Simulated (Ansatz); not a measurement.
# AlCu3: a one-atom displacement scan

Aim: for AlCu3, map the energy as atom 1 (Al) is pushed off its site.

Program: Ansatz 0.2.0. Level of theory: DFT PBEsol, scalar-relativistic, plane waves, PAW. These are calculated values, not measurements.

1 further run of the same task is left out (set aside as unsound or not needed). Runs told in other sessions of the task aren't counted.

## (1) Starting point

It takes space group Pm-3m (No. 221, cubic). The conventional cell has a = 3.632 Å, b = 3.632 Å, c = 3.632 Å, α = 90.00°, β = 90.00°, γ = 90.00°. Around Al (site symmetry m-3m) lie 12 Cu at 2.57 Å. Cu (site symmetry 4/mmm) is surrounded by 4 Al at 2.57 Å and 8 Cu at 2.57 Å.

Coordinates:

```cif
data_structure
_symmetry_space_group_name_H-M 'P 1'
_symmetry_Int_Tables_number 1
_cell_length_a 3.6319
_cell_length_b 3.6319
_cell_length_c 3.6319
_cell_angle_alpha 90.000
_cell_angle_beta 90.000
_cell_angle_gamma 90.000
_cell_volume 47.91
loop_
_atom_site_label
_atom_site_type_symbol
_atom_site_fract_x
_atom_site_fract_y
_atom_site_fract_z
_atom_site_occupancy
Al1 Al 0.00000 0.00000 0.00000 1
Cu1 Cu 0.50000 0.50000 0.00000 1
Cu2 Cu 0.50000 0.00000 0.50000 1
Cu3 Cu 0.00000 0.50000 0.50000 1
```

It goes back to an entry of the Materials Project, which need not be the stable form.

It is the result of an earlier relaxation at this level (volume 11.98 Å³/atom; gap on the mesh: none (metal)).

## (2) The reference: the undisturbed cell on the scan's mesh

The input, input.yaml:

```yaml
crystal:
  lattice:
    - [3.6318704096, 0.0, 0.0]
    - [0.0, 3.6318704096, 0.0]
    - [0.0, 0.0, 3.6318704096]
  atoms:
    - { symbol: Al, position: [0.0, 0.0, 0.0] }
    - { symbol: Cu, position: [0.5, 0.5, 0.0] }
    - { symbol: Cu, position: [0.5, 0.0, 0.5] }
    - { symbol: Cu, position: [0.0, 0.5, 0.5] }
basis:
  ecutwfc: 420
kpoints:
  mp_grid: { grid: [14, 14, 14] }
hamiltonian:
  xc: pbesol
scf:
  occupations: { method: gaussian, width: 0.15 }
output:
  forces: true
  stress: true
  eigenvalues: true
```

Run with:

```
$ ansatz run input.yaml --threads 1 --pin off --max-ram 2560MiB --backend cpu --events-out ev --progress --plain --runs-dir out
```

## (3) Setting up a one-atom displacement scan

Atom 1 (Al) is moved by x along the Cartesian unit vector (-1.000, 0.000, 0.000); the cell and all other atoms stay fixed. Forces below are components along that vector, summed over the moved atoms. In a periodic cell its images move with it.

## (4) At x = -0.300 Å

Edit input.yaml of step 2 so:

```diff
@@ -6,3 +6,3 @@
   atoms:
-    - { symbol: Al, position: [0.0, 0.0, 0.0] }
+    - { symbol: Al, position: [0.0826020662, 0.0, 0.0] }
     - { symbol: Cu, position: [0.5, 0.5, 0.0] }
```

## (5) x = 0.225 Å

Edit input.yaml of step 4 so:

```diff
@@ -6,3 +6,3 @@
   atoms:
-    - { symbol: Al, position: [0.0826020662, 0.0, 0.0] }
+    - { symbol: Al, position: [-0.0619515496, 0.0, 0.0] }
     - { symbol: Cu, position: [0.5, 0.5, 0.0] }
```

## (6) x = -0.150 Å

Edit input.yaml of step 5 so:

```diff
@@ -6,3 +6,3 @@
   atoms:
-    - { symbol: Al, position: [-0.0619515496, 0.0, 0.0] }
+    - { symbol: Al, position: [0.0413010331, 0.0, 0.0] }
     - { symbol: Cu, position: [0.5, 0.5, 0.0] }
```

## (7) Point x = 0.075 Å

Edit input.yaml of step 6 so:

```diff
@@ -6,3 +6,3 @@
   atoms:
-    - { symbol: Al, position: [0.0413010331, 0.0, 0.0] }
+    - { symbol: Al, position: [-0.0206505165, 0.0, 0.0] }
     - { symbol: Cu, position: [0.5, 0.5, 0.0] }
```

## (8) At x = 0.263 Å

Edit input.yaml of step 7 so:

```diff
@@ -6,3 +6,3 @@
   atoms:
-    - { symbol: Al, position: [-0.0206505165, 0.0, 0.0] }
+    - { symbol: Al, position: [-0.0722768079, 0.0, 0.0] }
     - { symbol: Cu, position: [0.5, 0.5, 0.0] }
```

## (9) Point x = 0.188 Å

Edit input.yaml of step 8 so:

```diff
@@ -6,3 +6,3 @@
   atoms:
-    - { symbol: Al, position: [-0.0722768079, 0.0, 0.0] }
+    - { symbol: Al, position: [-0.0516262914, 0.0, 0.0] }
     - { symbol: Cu, position: [0.5, 0.5, 0.0] }
```

## (10) At x = 0.113 Å

Edit input.yaml of step 9 so:

```diff
@@ -6,3 +6,3 @@
   atoms:
-    - { symbol: Al, position: [-0.0516262914, 0.0, 0.0] }
+    - { symbol: Al, position: [-0.0309757748, 0.0, 0.0] }
     - { symbol: Cu, position: [0.5, 0.5, 0.0] }
```

## (11) At x = 0.037 Å

Edit input.yaml of step 10 so:

```diff
@@ -6,3 +6,3 @@
   atoms:
-    - { symbol: Al, position: [-0.0309757748, 0.0, 0.0] }
+    - { symbol: Al, position: [-0.0103252583, 0.0, 0.0] }
     - { symbol: Cu, position: [0.5, 0.5, 0.0] }
@@ -22 +22,5 @@
   eigenvalues: true
+  write_density: true
+  write_potential: true
+  elf: true
+  volumetric_format: npy
```

(Steps that only read results are left out.)

What does the calculation give?

**Answer**, as computed:

```
                                                        quantity       value
force constant along x, from the points at -0.150, 0 and 0.037 Å  7.33 eV/Å²
```

In words: The restoring force grows by 7.33 eV/Å per Å near the site; for the mass of Al against a rigid frame that is a vibration of about 272 cm⁻¹. The step of 0.15 Å is wide, so anharmonic terms mix in. No sampled point lies below the undisturbed cell.
